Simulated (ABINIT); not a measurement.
# W (Pbcm) in ABINIT: optical spectrum with PBEsol

Aim: the optical spectrum of W with PBEsol.

Everything below comes from runs of ABINIT 10.8.3 (patched build). Logs are shortened: lines on timing, memory, paths and dates and some standing lists are left out, and cuts for length are marked. The log counts tension as positive stress, the text compression.

**1. The crystal as given**

The structure is orthorhombic, space group Pbcm (No. 57). Conventional cell: a = 2.810 Å, b = 4.864 Å, c = 4.924 Å, α = 90.00°, β = 90.00°, γ = 90.00°. W (site symmetry m) is surrounded by 12 W at 2.70 to 3.06 Å.

This isn't the form of W at room conditions, which is bcc.

**2. Optical spectrum, PBEsol**

run.abi

```
ndtset 3

pp_dirpath "./"
pseudos "W.upf"

acell 5.3094916828 9.1913822058 9.3044350712
rprim
     1.0000000000     0.0000000000     0.0000000000
     0.0000000000     1.0000000000     0.0000000000
     0.0000000000     0.0000000000     1.0000000000
ntypat 1
znucl 74
natom 4
typat 1 1 1 1
chkprim 0
chksymtnons 0
tolsym 1.0e-6
xred
   0.7931720000   0.9368430000            3/4
   0.2068280000   0.4368430000            3/4
   0.2068280000   0.0631570000            1/4
   0.7931720000   0.5631570000            1/4

ecut 31.0

ngkpt 12 8 8
nshiftk 1
shiftk 0.5 0.5 0.5
istwfk *1

ixc -116133

occopt 3
tsmear 0.2 eV

nstep 80

iomode 3
prteig 0
prtebands 0

nband1 34
tolvrs1 1.0e-12
prtden1 1
prtwf1 0
kptopt1 1

iscf2 -3
getden2 1
nband2 44
nbdbuf2 4
tolwfr2 1.0e-12
nstep2 120
prtden2 0
kptopt2 1

optdriver3 8
wfk_task3 "wfk_optics_fullbz"
getwfk3 2
nband3 40
kptopt3 1
prtevk3 1
inclvkb3 2
```

optic.abi

```
&FILES
 ddkfile_1 = 'runo_DS3_1_EVK.nc',
 ddkfile_2 = 'runo_DS3_2_EVK.nc',
 ddkfile_3 = 'runo_DS3_3_EVK.nc',
 wfkfile = 'runo_DS3_WFK.nc'
/
&PARAMETERS
 broadening = 0.007350,
 domega = 0.002,
 maxomega = 0.8,
 scissor = 0.000000,
 tolerance = 0.002
/
&COMPUTATIONS
 num_lin_comp = 3,
 lin_comp = 11,22,33,
 num_nonlin_comp = 0
/
```

Potentials or basis: PseudoDojo NC SR PBEsol v0.4.1 standard.

Command:

```bash
$ mpirun --bind-to none -np 4 abinit run.abi > log 2>&1
$ optic optic.abi > optic.log 2>&1
```

run.abo:

```text
.Version 10.8.3 of ABINIT
 DATASET    1 : space group Pb c m (# 57); Bravais oP (primitive ortho.)
================================================================================
 Values of the parameters that define the memory need for DATASET  1.
     intxc =       0    ionmov =       0      iscf =       7    lmnmax =       8
     lnmax =       8     mgfft =      48  mpssoang =       4    mqgrid =    3001
     natom =       4  nloc_mem =       1    nspden =       1   nspinor =       1
    nsppol =       1      nsym =       8    n1xccc =    2501    ntypat =       1
    occopt =       3   xclevel =       2
       mpw =        3764          nfft =       69120          nkpt =          96
================================================================================
================================================================================
[... 13 lines left out ...]
 DATASET    3 : space group Pb c m (# 57); Bravais oP (primitive ortho.)
================================================================================
 Values of the parameters that define the memory need for DATASET  3.
     intxc =       0    ionmov =       0      iscf =       7    lmnmax =       8
     lnmax =       8     mgfft =      48  mpssoang =       4    mqgrid =    3001
     natom =       4  nloc_mem =       1    nspden =       1   nspinor =       1
    nsppol =       1      nsym =       8    n1xccc =    2501    ntypat =       1
    occopt =       3   xclevel =       2
       mpw =        3764          nfft =       69120          nkpt =          96
================================================================================
================================================================================

--------------------------------------------------------------------------------
------------- Echo of variables that govern the present computation ------------
--------------------------------------------------------------------------------
 -outvars: echo values of preprocessed input variables --------
            acell      5.3094916828E+00  9.1913822058E+00  9.3044350712E+00 Bohr
              amu      1.83850000E+02
          chkprim           0
      chksymtnons           0
             ecut      3.10000000E+01 Hartree
           getden1          0
           getden2          1
           getden3          0
           getwfk1          0
           getwfk2          0
           getwfk3          2
             iscf1          7
             iscf2         -3
             iscf3          7
              ixc     -116133
           jdtset        1    2    3
                       outvar_i_n : Printing only first  50 k-points.
         kptrlatt       12    0    0      0    8    0      0    0    8
          kptrlen      6.37139002E+01
            natom           4
            nband1         34
            nband2         44
            nband3         40
           nbdbuf1          0
           nbdbuf2          4
           nbdbuf3          0
           ndtset           3
            ngfft          30      48      48
[... 350 lines left out ...]
   1.86609    1.79483    1.71909    1.61210    1.45682    0.79346    0.13405    0.00119
   0.00002    0.00000    0.00000    0.00000    0.00000    0.00000    0.00000    0.00000
   0.00000    0.00000    0.00000    0.00000
 prteigrs : prtvol=0 or 1, do not print more k-points.

--- !EnergyTerms
iteration_state     : {dtset: 2, }
comment             : Components of total free energy in Hartree
kinetic             :  8.10430234906455E+01
hartree             :  3.44207526860999E+01
xc                  : -6.57644607583767E+01
Ewald energy        : -2.33271021784224E+02
psp_core            :  5.67986510828371E+00
local_psp           : -1.75887820116837E+02
non_local_psp       :  5.05430238677015E+01
internal            : -3.03236637506707E+02
'-kT*entropy'       : -1.85793811607903E-02
total_energy        : -3.03255216887868E+02
...

--- !EnergyTermsDC
iteration_state     : {dtset: 2, }
comment             : '"Double-counting" decomposition of free energy'
band_energy         : -2.09310057259565E+01
Ewald energy        : -2.33271021784224E+02
psp_core            :  5.67986510828371E+00
xc_dc               : -5.47144749153760E+01
internal            : -3.03236637317273E+02
'-kT*entropy'       : -1.85793811607903E-02
total_energy_dc     : -3.03255216698434E+02
...

================================================================================
== DATASET  3 ==================================================================

--- !DatasetInfo
iteration_state: {dtset: 3, }
dimensions: {natom: 4, nkpt: 96, mband: 40, nsppol: 1, nspinor: 1, nspden: 1, mpw: 3764, }
cutoff_energies: {ecut:  31.0, pawecutdg:  -1.0, }
electrons: {nelect:   5.60000000E+01, charge:   0.00000000E+00, occopt:   3.00000000E+00, tsmear:   7.34986444E-03, }
meta: {optdriver: 8, wfk_task: 7, }
...

 mkfilename : getwfk/=0, take file _WFK from output of DATASET   2.

--------------------------------------------------------------------------------

 Computation of velocity matrix elements (DDK)

 Parameters extracted from the Abinit header:
    ecut:     31.0
    nkpt:    768
    mband:   44
    nsppol:  1
    nspinor: 1
    useylm:  0
    inclvkb: 2
    bmin: 1, bmax: 44
    Computing diagonal and off-diagonal matrix elements
    Between band index bmin: 1, bmax: 44

== END DATASET(S) ==============================================================
================================================================================

 -outvars: echo values of variables after computation  --------
            acell      5.3094916828E+00  9.1913822058E+00  9.3044350712E+00 Bohr
           etotal1    -3.0325521669E+02
           etotal2    -3.0325521669E+02
           etotal3     0.0000000000E+00
            fcart1    -3.5474976838E-03  3.1745869120E-04  2.5434996295E-31
                       3.5474976838E-03  3.1745869120E-04 -8.4783320985E-32
                       3.5474976838E-03 -3.1745869120E-04 -8.4783320985E-32
                      -3.5474976838E-03 -3.1745869120E-04 -8.4783320985E-32
            fcart3     0.0000000000E+00  0.0000000000E+00  0.0000000000E+00
                       0.0000000000E+00  0.0000000000E+00  0.0000000000E+00
                       0.0000000000E+00  0.0000000000E+00  0.0000000000E+00
                       0.0000000000E+00  0.0000000000E+00  0.0000000000E+00
           strten1     3.1675335643E-04  3.4245230410E-04  3.8337865169E-04
                       0.0000000000E+00  0.0000000000E+00  0.0000000000E+00
           strten3     0.0000000000E+00  0.0000000000E+00  0.0000000000E+00
                       0.0000000000E+00  0.0000000000E+00  0.0000000000E+00
           xangst      2.2285452264E+00  4.5566825593E+00  3.6927712475E+00
                       5.8111677175E-01  2.1247475610E+00  3.6927712475E+00
                       5.8111677175E-01  3.0718743738E-01  1.2309237492E+00
                       2.2285452264E+00  2.7391224357E+00  1.2309237492E+00
             xred      7.9317200000E-01  9.3684300000E-01  7.5000000000E-01
                       2.0682800000E-01  4.3684300000E-01  7.5000000000E-01
                       2.0682800000E-01  6.3157000000E-02  2.5000000000E-01
                       7.9317200000E-01  5.6315700000E-01  2.5000000000E-01
 Calculation completed.
```

optic_0001_0001-linopt.out:

```text
#calculated the component:  1  1  of dielectric function
 #broadening:    0.000000E+00    7.350000E-03
 #scissors shift:    0.000000E+00
 #energy window:    8.863752E+01eV    3.257369E+00Ha
 # Energy(eV)         Im(eps(w))
    2.721139E-01    7.146843E+01
    8.163416E-01    4.286684E+01
    1.360569E+00    3.997182E+01
    1.904797E+00    3.419848E+01
    2.449025E+00    3.117526E+01
    2.993252E+00    2.345214E+01
[... 32 lines left out ...]
    2.095277E+01    3.269540E-02
    2.149700E+01    2.913104E-02
[... 169 lines left out ...]
    1.904797E+00    5.791780E-01
    2.449025E+00    5.884206E-01
    2.993252E+00    5.601954E-01
[... 32 lines left out ...]
    2.095277E+01    7.022675E-01
    2.149700E+01    3.605397E-01
 # Energy(eV)         absorption coeff (in 10^6 m-1) = omega Im(eps) / c n(eps)
    1.632683E-01    4.685315E+00
    7.074960E-01    2.517602E+01
    1.251724E+00    4.028342E+01
    1.795951E+00    6.002746E+01
    2.340179E+00    8.807402E+01
    2.884407E+00    1.014176E+02
[... 32 lines left out ...]
    2.084392E+01    4.613342E+01
    2.138815E+01    1.472770E+01
```

Wall time 4.7 min (4 MPI ranks of Arm Neoverse V2, shared host); peak memory 3.3 GiB.

What came out:

```yaml
Free_energy: -8251.9948 eV
Pressure: -10.2 GPa
Largest_force: 0.183 eV/Å
```

Forces in eV/Å, atoms in the order of the input:
```
W   -0.182  0.016  0.000
W    0.182  0.016  0.000
W    0.182 -0.016  0.000
W   -0.182 -0.016  0.000
```

Dielectric function (mean over the directions given):
```tsv
energy (eV)	real part	imaginary part
0.33	64.67	68.06
0.76	30.45	45.18
1.31	20.44	38.72
1.74	12.39	32.64
2.29	4.40	29.45
2.83	1.07	21.97
3.27	1.29	18.39
3.81	2.05	18.23
4.25	-0.13	17.57
4.79	-2.65	16.93
5.33	-5.76	14.14
5.77	-6.54	11.03
6.31	-6.35	8.24
6.75	-5.61	6.32
7.29	-4.51	4.94
7.84	-3.56	3.90
8.27	-2.53	3.61
8.82	-1.92	3.55
9.36	-1.42	3.64
9.80	-1.22	3.94
10.34	-1.26	4.14
10.78	-2.04	4.32
11.32	-2.52	3.43
11.86	-2.42	2.87
12.30	-2.37	2.55
12.84	-2.15	2.16
13.28	-2.07	2.03
13.82	-2.15	1.81
14.37	-2.02	1.26
14.80	-1.74	1.10
15.35	-1.70	0.91
15.89	-1.55	0.61
16.33	-1.36	0.41
16.87	-1.11	0.26
17.31	-0.90	0.18
17.85	-0.71	0.13
18.39	-0.54	0.09
18.83	-0.42	0.07
19.38	-0.28	0.05
19.92	-0.17	0.04
```

Caveat: the cutoff is short for stress, so the pressure is rough; the intraband (Drude) term is left out; spectra need much finer meshes, so this one isn't converged; independent-particle spectra lack excitons. Spin-orbit coupling is left out, which matters for the levels of W.
